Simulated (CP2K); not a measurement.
# Al (Fm-3m) in CP2K: a series of runs

Runs on Al. Level: PBE. Tasks: single point.

All numbers are computed with CP2K 2026.2; they aren't measurements. Logs are shortened: lines on timing, memory, paths and dates and some standing lists are left out, and cuts for length are marked.

### Step 1. The crystal as given

It takes space group Fm-3m (No. 225, cubic). Conventional cell: a = 4.050 Å, b = 4.050 Å, c = 4.050 Å, α = 90.00°, β = 90.00°, γ = 90.00°. Around Al (site symmetry m-3m) lie 12 Al at 2.86 Å.

### Step 2. Single point, PBE

Input file al_scf.inp:

```
&GLOBAL
  PROJECT al_scf
  RUN_TYPE ENERGY_FORCE
  PRINT_LEVEL LOW
&END GLOBAL
&FORCE_EVAL
  METHOD QS
  STRESS_TENSOR ANALYTICAL
  &DFT
    BASIS_SET_FILE_NAME BASIS_MOLOPT_UZH
    POTENTIAL_FILE_NAME POTENTIAL_UZH
    &MGRID
      CUTOFF 450
      REL_CUTOFF 60
      NGRIDS 4
    &END MGRID
    &QS
      METHOD GPW
      EPS_DEFAULT 1.0E-10
    &END QS
    &KPOINTS
      SCHEME MONKHORST-PACK 11 11 11
      GAMMA_CENTERED T
      SYMMETRY T
      SYMMETRY_BACKEND SPGLIB
    &END KPOINTS
    &SCF
      SCF_GUESS ATOMIC
      EPS_SCF 1.0E-6
      MAX_SCF 100
      ADDED_MOS 8
      CHOLESKY OFF
      EPS_EIGVAL 1.0E-7
      &DIAGONALIZATION ON
        ALGORITHM STANDARD
      &END DIAGONALIZATION
      &MIXING ON
        METHOD BROYDEN_MIXING
        ALPHA 0.4
        BETA 1.5
        NBUFFER 8
      &END MIXING
      &SMEAR ON
        METHOD GAUSSIAN
        SIGMA [eV] 0.020999999999999998
      &END SMEAR
    &END SCF
    &XC
      &XC_FUNCTIONAL
        &GGA_X_PBE
        &END GGA_X_PBE
        &GGA_C_PBE
        &END GGA_C_PBE
      &END XC_FUNCTIONAL
    &END XC
    &PRINT
      &KPOINTS ON
      &END KPOINTS
      &MULLIKEN ON
      &END MULLIKEN
      &MO ON
        ENERGIES T
        OCCUPATION_NUMBERS T
        &EACH
          QS_SCF 0
        &END EACH
        ADD_LAST NUMERIC
      &END MO
    &END PRINT
  &END DFT
  &SUBSYS
    &CELL
      A 2.8635066922 0.0000000000 0.0000000000
      B 1.4317533461 2.4798695393 0.0000000000
      C 1.4317533461 0.8266231798 2.3380434236
      PERIODIC XYZ
    &END CELL
    &COORD
      Al  0.0000000000 0.0000000000 0.0000000000
    &END COORD
    &KIND Al
      BASIS_SET TZVP-MOLOPT-PBE-GTH-q3
      POTENTIAL GTH-PBE-q3
    &END KIND
    &PRINT
      &ATOMIC_COORDINATES ON
      &END ATOMIC_COORDINATES
      &CELL ON
      &END CELL
    &END PRINT
  &END SUBSYS
  &PRINT
    &FORCES ON
    &END FORCES
    &STRESS_TENSOR ON
    &END STRESS_TENSOR
  &END PRINT
&END FORCE_EVAL
```

Potentials or basis: POTENTIAL_UZH Al GTH-PBE-q3; TZVP-MOLOPT-PBE-GTH basis.

Launch:

```bash
OMP_NUM_THREADS=1 cp2k.psmp -i al_scf.inp -o al_scf.out
```

al_scf.out:

```text

 CP2K| version string:                                       CP2K version 2026.2
 CP2K| Input file name                                                al_scf.inp

 GLOBAL| Force Environment number                                              1
 GLOBAL| Basis set file name                                    BASIS_MOLOPT_UZH
 GLOBAL| Potential file name                                       POTENTIAL_UZH
 GLOBAL| MM Potential file name                                     MM_POTENTIAL
 GLOBAL| Coordinate file name                                      __STD_INPUT__
 GLOBAL| Method name                                                        CP2K
 GLOBAL| Project name                                                     al_scf
 GLOBAL| Run type                                                   ENERGY_FORCE
 GLOBAL| FFT library                                                       FFTW3
[... 8 lines left out ...]
 GLOBAL| CPU model name                                                  UNKNOWN

 CELL| Volume [angstrom^3]:                                            16.602734
 CELL| Vector a [angstrom]:       2.864     0.000     0.000   |a| =     2.863507
 CELL| Vector b [angstrom]:       1.432     2.480     0.000   |b| =     2.863507
 CELL| Vector c [angstrom]:       1.432     0.827     2.338   |c| =     2.863507
 CELL| Angle (b,c), alpha [degree]:                                    60.000000
 CELL| Angle (a,c), beta  [degree]:                                    60.000000
 CELL| Angle (a,b), gamma [degree]:                                    60.000000
 CELL| Numerically orthorhombic:                                              NO
 CELL| Periodicity                                                           XYZ

 CELL_REF| Volume [angstrom^3]:                                        16.602734
 CELL_REF| Vector a [angstrom     2.864     0.000     0.000   |a| =     2.863507
 CELL_REF| Vector b [angstrom     1.432     2.480     0.000   |b| =     2.863507
 CELL_REF| Vector c [angstrom     1.432     0.827     2.338   |c| =     2.863507
 CELL_REF| Angle (b,c), alpha [degree]:                                60.000000
 CELL_REF| Angle (a,c), beta  [degree]:                                60.000000
 CELL_REF| Angle (a,b), gamma [degree]:                                60.000000
 CELL_REF| Numerically orthorhombic:                                          NO
 CELL_REF| Periodicity                                                       XYZ
[... 9 lines left out ...]
 TOTAL NUMBERS AND MAXIMUM NUMBERS

  Total number of            - Atomic kinds:                                   1
                             - Atoms:                                          1
                             - Shell sets:                                     1
                             - Shells:                                         7
                             - Primitive Cartesian functions:                  4
                             - Cartesian basis functions:                     18
                             - Spherical basis functions:                     17

  Maximum angular momentum of- Orbital basis functions:                        2
                             - Local part of the GTH pseudopotential:          0
                             - Non-local part of the GTH pseudopotential:      2

 MODULE QUICKSTEP: ATOMIC COORDINATES IN ANGSTROM

   Atom Kind Element         X             Y             Z       Z(eff)     Mass
      1    1 Al   13      0.000000      0.000000      0.000000   3.0000  26.9815

 SCF PARAMETERS         Density guess:                                    ATOMIC
                        --------------------------------------------------------
                        max_scf:                                             100
[... 7 lines left out ...]
                        --------------------------------------------------------
                        level_shift [a.u.]:                             0.000000
                        added MOs                                         8    0
                        --------------------------------------------------------
                        Mixing method:                            BROYDEN_MIXING
                                                charge density mixing in g-space
                        --------------------------------------------------------
                        Smear method:                                   GAUSSIAN
                        Smearing width (sigma) [a.u.]:                  7.72E-04
                        Accuracy threshold:                             1.00E-10
                        --------------------------------------------------------
                        No outer SCF

 *******************************************************************************
                                    Kpoints
 *******************************************************************************
 BRILLOUIN| K-point scheme                                        Monkhorst-Pack
 BRILLOUIN| K-Point grid                                            11   11   11
 BRILLOUIN| Gamma-centered k-point mesh                                     ON
 BRILLOUIN| K-point symmetry accuracy                               0.100000E-05
 BRILLOUIN| K-Point point group symmetrization                                ON
 BRILLOUIN| Symmetry backend                                             SPGLIB
 BRILLOUIN| Symmetry reduction method                                    SPGLIB
 BRILLOUIN| Wavefunction type                                            COMPLEX
 BRILLOUIN| List of Kpoints [2 Pi/Bohr]                                       56
 BRILLOUIN| Number           Weight            X              Y              Z
 BRILLOUIN|     1           0.00601       -0.45455       -0.45455       -0.45455
 BRILLOUIN|     2           0.01803       -0.45455       -0.45455       -0.36364
 BRILLOUIN|     3           0.01803       -0.45455       -0.45455       -0.27273
 BRILLOUIN|     4           0.01803       -0.45455       -0.45455       -0.18182
 BRILLOUIN|     5           0.01803       -0.45455       -0.45455       -0.09091
 BRILLOUIN|     6           0.00451       -0.45455       -0.45455        0.00000
[... 32 lines left out ...]
 BRILLOUIN|    39           0.01803       -0.36364       -0.27273       -0.27273
 BRILLOUIN|    40           0.03606       -0.36364       -0.27273       -0.18182
 [... further k-points ...]
 *******************************************************************************

 Extrapolation method: initial_guess

 Number of electrons:                                                          3
 Number of occupied orbitals:                                                  2
 Number of molecular orbitals:                                                10

 Number of orbital functions:                                                 17
 Number of independent orbital functions:                                     17

 SCF WAVEFUNCTION OPTIMIZATION

  Step     Update method      Time    Convergence         Total energy    Change
  ------------------------------------------------------------------------------
     1 NoMix/Diag. 0.40E+00    3.6     0.49097987        -2.2167455020 -2.22E+00
     2 Broy./Diag. 0.40E+00    3.1     0.00146226        -2.1796423035  3.71E-02
     3 Broy./Diag. 0.40E+00    3.2     0.00477811        -2.0851189759  9.45E-02
     4 Broy./Diag. 0.40E+00    3.2     0.00043509        -2.0751059435  1.00E-02
     5 Broy./Diag. 0.40E+00    3.2     0.00036336        -2.0725343341  2.57E-03
     6 Broy./Diag. 0.40E+00    3.2     0.00014845        -2.0727413385 -2.07E-04
     7 Broy./Diag. 0.40E+00    3.2     0.00002860        -2.0725229224  2.18E-04
     8 Broy./Diag. 0.40E+00    3.2     0.00004977        -2.0725616381 -3.87E-05
     9 Broy./Diag. 0.40E+00    3.2     0.00000401        -2.0725645812 -2.94E-06
    10 Broy./Diag. 0.40E+00    3.2     0.00000266        -2.0725667510 -2.17E-06
    11 Broy./Diag. 0.40E+00    3.2     0.00000001        -2.0725665652  1.86E-07

  *** SCF run converged in    11 steps ***

  Electronic density on regular grids:         -2.9999999999        0.0000000001
  Core density on regular grids:                2.9999999992       -0.0000000008
  Total charge density on r-space grids:       -0.0000000007
  Total charge density g-space grids:          -0.0000000007

  Overlap energy of the core charge distribution:               0.00000000000000
  Self energy of the core charge distribution:                 -5.64177408513588
  Core Hamiltonian energy:                                      1.16844439106017
  Hartree energy:                                               3.20351040934896
  Exchange-correlation energy:                                 -0.80272441810654
  Smearing free energy correction:                             -0.00002286238224
  Fermi energy:                                                 0.25853844755194

  Total energy:                                                -2.07256656521478
  Total energy (extrapolated to sigma->0):                     -2.07255513402366

 MO| EIGENVALUES AND OCCUPATION NUMBERS FOR K POINT 1
 MO|
 MO|  Index      Eigenvalue [a.u.]        Eigenvalue [eV]             Occupation
 MO|      1               0.050020               1.361124               2.000000
 MO|      2               0.137332               3.736992               2.000000
 MO|      3               0.668965              18.203475               0.000000
 MO|      4               0.668978              18.203830               0.000000
 MO|      5               0.727830              19.805254               0.000000
 MO|      6               0.727830              19.805267               0.000000
 MO|      7               0.839293              22.838333               0.000000
 MO|      8               1.190434              32.393364               0.000000
 MO|      9               1.190440              32.393517               0.000000
 MO|     10               1.339580              36.451814               0.000000
 MO| Sum:                                                               4.000000
 MO| E(Fermi):            0.258538 a.u.          7.035189 eV
 MO| Band gap:            0.531634 a.u.         14.466484 eV

 MO| EIGENVALUES AND OCCUPATION NUMBERS FOR K POINT 2
 MO|
 MO|  Index      Eigenvalue [a.u.]        Eigenvalue [eV]             Occupation
 MO|      1               0.031467               0.856250               2.000000
 MO|      2               0.176377               4.799476               2.000000
 MO|      3               0.599036              16.300600               0.000000
 MO|      4               0.607909              16.542053               0.000000
 MO|      5               0.710583              19.335940               0.000000
 MO|      6               0.818878              22.282813               0.000000
 MO|      7               0.895849              24.377288               0.000000
 MO|      8               1.096018              29.824157               0.000000
 MO|      9               1.206243              32.823553               0.000000
[... 188 lines left out ...]
 MO| EIGENVALUES AND OCCUPATION NUMBERS FOR K POINT 14
 MO|
 MO|  Index      Eigenvalue [a.u.]        Eigenvalue [eV]             Occupation
 MO|      1               0.007474               0.203376               2.000000
 MO|      2               0.320153               8.711809               0.000000
 MO|      3               0.445059              12.110682               0.000000
 MO|      4               0.480377              13.071710               0.000000
 MO|      5               0.714151              19.433024               0.000000
 MO|      6               0.834007              22.694496               0.000000
 MO|      7               0.954909              25.984403               0.000000
 MO|      8               1.100040              29.933610               0.000000
 MO|      9               1.190678              32.399984               0.000000
 MO|     10               1.473799              40.104115               0.000000
 MO| Sum:                                                               2.000000
 MO| E(Fermi):            0.258538 a.u.          7.035189 eV

 [... the levels of further k-points ...]

 !-----------------------------------------------------------------------------!
                     Mulliken Population Analysis

 #  Atom  Element  Kind  Atomic population                           Net charge
       1     Al       1          3.000000                              0.000000
 # Total charge                              3.000000                  0.000000

 !-----------------------------------------------------------------------------!

 ENERGY| Total FORCE_EVAL ( QS ) energy [hartree]             -2.072566660994725

 FORCES| Atomic forces [hartree/bohr]
 FORCES|   Atom     x               y               z               |f|
 FORCES|      1 -8.16518994E-16 -3.70904174E-16 -6.52760974E-16   1.10922048E-15
 FORCES| Sum    -8.16518994E-16 -3.70904174E-16 -6.52760974E-16
 FORCES| Total atomic force                                       1.10922048E-15

 STRESS| Analytical stress tensor [bar]
 STRESS|                        x                   y                   z
 STRESS|      x       -6.77480476462E+03  -9.80897469127E-02  -7.20195690238E-02
 STRESS|      y       -9.80897469127E-02  -6.77736214843E+03  -1.61721374970E-01
 STRESS|      z       -7.20195690238E-02  -1.61721374970E-01  -6.77551776110E+03
 STRESS| 1/3 Trace                                            -6.77589489138E+03
 STRESS| Determinant                                          -3.11099966795E+11

 STRESS| Eigenvectors and eigenvalues of the analytical stress tensor [bar]
 STRESS|                        1                   2                   3
 STRESS| Eigenvalues  -6.77738042114E+03  -6.77550931922E+03  -6.77479493378E+03
 STRESS|      x           0.040364516029      0.088682270310      0.995241759965
 STRESS|      y           0.995304456556     -0.091268720511     -0.032234444572
 STRESS|      z           0.087975818304      0.991869686798     -0.091949876589
```

Run time: 42 s. Hardware: 1 thread of Arm Neoverse V1, shared host; peak memory 0.22 GiB.

Results:

```
Free energy            : -56.3974 eV
Pressure               : -0.7 GPa
Band gap on the k mesh : none (metal or under the smearing width)
```

Caveat: the basis of atomic orbitals isn't converged, which shifts pressures, moduli and gaps.

### Step 3. Single point, PBE

Edit al_scf.inp of step 2 so:

```diff
@@ -44,3 +44,3 @@
         METHOD GAUSSIAN
-        SIGMA [eV] 0.020999999999999998
+        SIGMA [eV] 0.022
       &END SMEAR
@@ -48,7 +48,3 @@
     &XC
-      &XC_FUNCTIONAL
-        &GGA_X_PBE
-        &END GGA_X_PBE
-        &GGA_C_PBE
-        &END GGA_C_PBE
+      &XC_FUNCTIONAL PBE
       &END XC_FUNCTIONAL
@@ -68,2 +64,7 @@
       &END MO
+      &LOWDIN ON
+      &END LOWDIN
+      &HIRSHFELD ON
+        SHAPE_FUNCTION DENSITY
+      &END HIRSHFELD
     &END PRINT
@@ -78,2 +79,3 @@
     &COORD
+      SCALED
       Al  0.0000000000 0.0000000000 0.0000000000
```

Potentials or basis: POTENTIAL_UZH Al GTH-PBE-q3; TZVP-MOLOPT-PBE-GTH basis.

Launch:

```bash
OMP_NUM_THREADS=1 cp2k.psmp -i al_scf.inp -o al_scf.out
```

Wall time 42 s (1 thread of Arm Neoverse V1, shared host); peak memory 0.23 GiB.

The run converged. Its results:

- Free energy: -56.3974 eV
- Pressure: -0.7 GPa
- Band gap on the k mesh: none (metal or under the smearing width)

Levels at points of the mesh, in eV from the Fermi level:
| k point | band 1 | band 2 | band 3 | band 4 |
| --- | --- | --- | --- | --- |
| (0.00, 0.00, 0.00) | -11.17 | 13.49 | 13.49 | 13.49 |

Caveat: the basis of atomic orbitals isn't converged, which shifts pressures, moduli and gaps.

### Step 4. Single point, PBE

Edit al_scf.inp of step 3 so:

```diff
@@ -14,3 +14,3 @@
       REL_CUTOFF 60
-      NGRIDS 4
+      NGRIDS 5
     &END MGRID
@@ -44,3 +44,3 @@
         METHOD GAUSSIAN
-        SIGMA [eV] 0.022
+        SIGMA [eV] 0.023
       &END SMEAR
@@ -48,3 +48,7 @@
     &XC
-      &XC_FUNCTIONAL PBE
+      &XC_FUNCTIONAL
+        &GGA_X_PBE
+        &END GGA_X_PBE
+        &GGA_C_PBE
+        &END GGA_C_PBE
       &END XC_FUNCTIONAL
@@ -64,7 +68,2 @@
       &END MO
-      &LOWDIN ON
-      &END LOWDIN
-      &HIRSHFELD ON
-        SHAPE_FUNCTION DENSITY
-      &END HIRSHFELD
     &END PRINT
```

Launch:

```bash
OMP_NUM_THREADS=1 cp2k.psmp -i al_scf.inp -o al_scf.out
```

It took 42 s on 1 thread of Arm Neoverse V1, shared host; peak memory 0.22 GiB.

The run converged. Its results:

```
Free energy            : -56.3975 eV
Pressure               : -0.7 GPa
Band gap on the k mesh : none (metal or under the smearing width)
```

Levels at points of the mesh, in eV from the Fermi level:
| k point | band 1 | band 2 | band 3 | band 4 | band 5 | band 6 |
| --- | --- | --- | --- | --- | --- | --- |
| (0.00, 0.00, 0.00) | -11.17 | 13.49 | 13.49 | 13.49 | 13.89 | 13.89 |

Caveat: the basis of atomic orbitals isn't converged, which shifts pressures, moduli and gaps.

### Step 5. Single point, PBE

Edit al_scf.inp of step 4 so:

```diff
@@ -44,3 +44,3 @@
         METHOD GAUSSIAN
-        SIGMA [eV] 0.023
+        SIGMA [eV] 0.025
       &END SMEAR
@@ -68,2 +68,7 @@
       &END MO
+      &LOWDIN ON
+      &END LOWDIN
+      &HIRSHFELD ON
+        SHAPE_FUNCTION DENSITY
+      &END HIRSHFELD
     &END PRINT
@@ -90,2 +95,4 @@
       &END CELL
+      &SYMMETRY ON
+      &END SYMMETRY
     &END PRINT
```

Launch:

```bash
OMP_NUM_THREADS=1 cp2k.psmp -i al_scf.inp -o al_scf.out
```

Run time: 43 s. Hardware: 1 thread of Arm Neoverse V1, shared host; peak memory 0.23 GiB.

It converged, with:

```
Free energy            : -56.3975 eV
Pressure               : -0.7 GPa
Band gap on the k mesh : none (metal or under the smearing width)
```

Levels at points of the mesh, in eV from the Fermi level:
```csv
k point,band 1,band 2,band 3,band 4,band 5,band 6
"(0.00, 0.00, 0.00)",-11.17,13.49,13.49,13.49,13.89,13.90
```

Caveat: the basis of atomic orbitals isn't converged, which shifts pressures, moduli and gaps.

### Step 6. The runs side by side

| smearing | NGRIDS | gap on the mesh (eV) | pressure (GPa) |
| --- | --- | --- | --- |
| gaussian 0.021 eV | 4 | none | -0.7 |
| gaussian 0.022 eV | 4 | none | -0.7 |
| gaussian 0.023 eV | 5 | none | -0.7 |
| gaussian 0.025 eV | 5 | none | -0.7 |

Alike in all rows: task single point; level PBE; potentials or basis POTENTIAL_UZH Al GTH-PBE-q3; TZVP-MOLOPT-PBE-GTH basis; no spin polarisation; cell as given; k mesh 11 × 11 × 11.

Caveats: the basis of atomic orbitals isn't converged, which shifts pressures, moduli and gaps.

Absolute energies hang on the potentials; compare differences alone.
